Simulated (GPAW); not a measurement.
# Mo (P-1) in GPAW: reference runs

Aim: a first look at Mo with PBE, on the cell as given.

All numbers are computed with GPAW 26.7.0; they aren't measurements. Logs are shortened: lines on timing, memory, paths and dates and some standing lists are left out, and cuts for length are marked. The log counts tension as positive stress, the text compression.

## Step 1: The cell of the first run

The typed cell holds 1 atom: a = 2.825 Å, b = 2.722 Å, c = 2.538 Å, α = 89.36°, β = 92.00°, γ = 122.00°.

This isn't the form of Mo at room conditions, which is bcc.

## Step 2: Single point, PBE (cell sheared at random, sigma 0.01, atoms nudged by 0.01 Å)

run.py reads:

```python
from ase import Atoms
from ase.dft.bandgap import bandgap
from ase.io import write
from ase.units import Bohr, GPa
from gpaw import GPAW, PW
from gpaw.elf import elf_from_dft_calculation

atoms = Atoms(['Mo'],
              cell=[[2.8244807, -0.01805164, -0.0483609],
                    [-1.42787353, 2.31754618, 0.01455227],
                    [-0.04517286, -0.01038477, 2.53733083]],
              scaled_positions=[[0.0, 0.0, 0.5]],
              pbc=True)

calc = GPAW(mode=PW(600),
            xc='PBE',
            kpts={'size': (11, 11, 10), 'gamma': True},
            occupations={'name': 'fermi-dirac', 'width': 0.05},
            nbands=16,
            convergence={'density': 1e-05, 'energy': 1e-05},
            maxiter=150,
            txt='gpaw.txt')
atoms.calc = calc
energy = atoms.get_potential_energy()
forces = atoms.get_forces()
stress = atoms.get_stress()
calc.write('gs.gpw')
write('result.traj', atoms)
print(f'Energy: {energy:.6f} eV')
print('Forces (eV/A):')
print(forces.round(4))
print('Stress (GPa):', (stress / GPa).round(3))
print('Fermi level:', round(calc.get_fermi_level(), 4), 'eV')
print(f'Gap: {bandgap(calc)[0]:.4f} eV, direct: {bandgap(calc, direct=True)[0]:.4f} eV')

# fields on the real-space grid
write('density.cube', atoms, data=calc.get_pseudo_density() * Bohr**3)
write('potential.cube', atoms, data=calc.get_electrostatic_potential())
write('elf.cube', atoms, data=elf_from_dft_calculation(calc).data)
```

Potentials or basis: GPAW PAW data sets (gpaw-data 1.2.1), pw.

Run with:

```bash
> OMP_NUM_THREADS=1 python run.py
```

gpaw.txt:

```text
__  _  _
 | _ |_)|_||  |
 |__||  | ||/\| - 26.7.0

Input parameters:
  mode=PW(ecut=600.0),
  convergence={'density': 1e-05, 'energy': 1e-05},
  kpts=MonkhorstPack(size=(11, 11, 10), gamma=True),
  maxiter=150,
  nbands=16,
  occupations=Occupations(name='fermi-dirac', width=0.05),
  xc=XC(name='PBE')

Diagonalizing LCAO Hamiltonian
Converting LCAO to pw mode

       Mo

Atoms  # Å, Bohr magnetons
|   | symbol |         x |         y |        z |    initial magnetic moments |
|---|--------|-----------|-----------|----------|-----------------------------|
| 0 |     Mo | -0.022586 | -0.005192 | 1.268665 | ( 0.0000,  0.0000,  0.0000) |

Unit cell  # Å
| periodic |         x |         y |         z |  lengths |     angles |
|----------|-----------|-----------|-----------|----------|------------|
|      yes |  2.824481 | -0.018052 | -0.048361 | 2.824952 |  89.358383 |
|      yes | -1.427874 |  2.317546 |  0.014552 | 2.722142 |  91.999315 |
|      yes | -0.045173 | -0.010385 |  2.537331 | 2.537754 | 122.004424 |

Number of symmetries: 2
Symmetry operations  # r_c * U_cc + t_c -> r_c
|   | kind |            matrix            |
|---|------|------------------------------|
| 0 |  E   |  1, 0, 0,  0, 1, 0,  0, 0, 1 |
| 1 |  i   | -1, 0, 0,  0,-1, 0,  0, 0,-1 |

BZ-sampling:
  Number of BZ points: 1210
  Number of IBZ points: 606

  Monkhorst-Pack size: [11, 11, 10]
  Monkhorst-Pack shift: [0.0, 0.0, 0.05]

K-points  # in reciprocal-cell coordinates
|     |                                coordinates |     weight |
|-----|--------------------------------------------|------------|
|   0 | (  0.00000000,   0.00000000,   0.00000000) | 0.00082645 |
|   1 | (  0.00000000,   0.00000000,   0.10000000) | 0.00165289 |
|   2 | (  0.00000000,   0.00000000,   0.20000000) | 0.00165289 |
|   3 | (  0.00000000,   0.00000000,   0.30000000) | 0.00165289 |
|   4 | (  0.00000000,   0.00000000,   0.40000000) | 0.00165289 |
|   5 | (  0.00000000,   0.00000000,   0.50000000) | 0.00082645 |
|   6 | (  0.00000000,   0.09090909,  -0.40000000) | 0.00165289 |
|   7 | (  0.00000000,   0.09090909,  -0.30000000) | 0.00165289 |
|   8 | (  0.00000000,   0.09090909,  -0.20000000) | 0.00165289 |
|   9 | (  0.00000000,   0.09090909,  -0.10000000) | 0.00165289 |
| ... |                                            |            |
| 605 | (  0.45454545,   0.45454545,   0.50000000) | 0.00165289 |

Plane wave coefficients: 564
Cutoff: 600.0 eV

Spin-components: 1 (collinear spins)
Bands:           16
Projectors:      6
Spin-degeneracy: 2
Datatype:        complex128

Parallelization:
  kpt:    1
  domain: 1
  band:   1

Density:
  Valence electrons: 14.0
  Components: 1
  Grid points: [16 16 15]
  Charge: 0.0  # |e|

Potential:
  Grid points: [16 16 15]

species:
  Mo:
    name:    Molybdenum
    Z:       42.0
    valence: 14
    core:    28
    charge:  0.0  # [|e|]
    compensation charges:
      type: gauss
      rc: 0.38  # [Å]
      lmax: 2
    cutoffs:
      filter: 2.16  # [Å]
      core: 1.42  # [Å]
    projectors
    | kind |    occ | energy [eV] | rcut [Å] |
    |------|--------|-------------|----------|
    |   4s |  2.000 |     -64.307 |    1.238 |
    |   5s |  1.000 |      -4.084 |    1.238 |
    |   4p |  6.000 |     -38.491 |    1.296 |
    |   5p |  0.000 |      -1.044 |    1.296 |
    |   4d |  5.000 |      -3.754 |    1.296 |
    |    d |        |      23.458 |    1.296 |

    Using partial waves for Mo as LCAO basis

Reference energy: -110134.072632  # eV

eigensolver:
  PPCG
  Converge bands: occupied
  niter=2

density mixing:
  MSR1-Mixer
  Pratt-step length: 0.05
  Maximum mixing coefficient: 0.75
  Old densities: 10
  SVD Regularization: 0.005
  Good broyden scale: 1.0
  Trust region scale: 1.0
  Backstep threshold: 4.0
  History deletion threshold: 6.0
  Fourier metric: weight=20.0, sigma=0.015

occupation numbers:
  Fermi-Dirac:
    width: 0.0500  # eV

poisson solver:
  ecut: 4800.0  # eV

xc functional:
  name: PBE with 2 nearest neighbor stencil

convergence criteria:
- Maximum integral of absolute [dens]ity change: 1e-05 electrons / valence electron
- Maximum [total energy] change in last 3 cyles: 1e-05 eV / valence electron
- Maximum integral of absolute [eigenst]ate change: 4e-08 eV^2 / valence electron
maximum number of iterations: 150

SCF iterations
|iter     | |      energy | eigst |  dens |
|---------|-|-------------|-------|-------|
|iter:   1| |  -11.049532 | +0.30 |       |
|iter:   2| |  -10.928785 | -2.20 | -1.06 |
|iter:   3| |  -10.407824 | -1.52 | -1.10 |
|iter:   4| |  -10.410042 | -3.23 | -1.94 |
|iter:   5| |  -10.411486 | -4.06 | -2.22 |
|iter:   6| |  -10.411491 | -6.06 | -3.58 |
|iter:   7| |  -10.411492c| -7.33 | -4.02 |
|iter:   8| |  -10.411492c| -7.55c| -4.72 |
|iter:   9| |  -10.411492c| -8.27c| -5.73c|

Converged in 9 steps
Energy contributions relative to reference atoms: (reference = -110134.072632)

Energy contributions:
  Kinetic:         -11.220369
  Coulomb:           6.925255
  Zero:             -0.316268
  External:          0.000000
  Xc:               -5.796546
  Entropy:          -0.007126
  Spinorbit:         0.000000
  ----------------------------
  Free energy:     -10.415055
  Extrapolated:    -10.411492

dipole moment: (-5.202899, -8.566501, 0.125950)  # |e|*Ang

Fermi level: 12.527
Eigenvalues  # (at kpt = [0.000, 0.000, 0.000])
| band index |      eig [eV] | occ [0-2] |
|------------|---------------|-----------|
|          0 |       -48.627 |     2.000 |
|          1 |       -22.035 |     2.000 |
|          2 |       -21.915 |     2.000 |
|          3 |       -21.832 |     2.000 |
|          4 |         5.734 |     2.000 |
|          5 |         8.210 |     2.000 |
[... 8 lines left out ...]
|         14 |        36.592 |     0.000 |
|         15 |        38.673 |     0.000 |

No gap
No difference between direct/indirect transitions

Forces  # eV/Ang
|       x |       y |       z |
|---------|---------|---------|
| 0.00000 | 0.00000 | 0.00000 |  # Mo   0

Stress tensor  # eV/Ang^3
|         x |         y |        z |
|-----------|-----------|----------|
| -0.043212 | -0.000323 | 0.018399 |
| -0.000323 | -0.030435 | 0.004037 |
|  0.018399 |  0.004037 | 0.017909 |

# Writing to gs.gpw (mode='')
```

Wall time 1.7 min (1 thread of Intel Xeon Platinum 8259CL at 2.50GHz (Skylake/Cascade Lake), shared host); peak memory 0.27 GiB.

Results:

```yaml
Free_energy: -10.4151 eV
Pressure: 3.0 GPa
Band_gap_on_the_k_mesh: none (metal or under the smearing width)
```
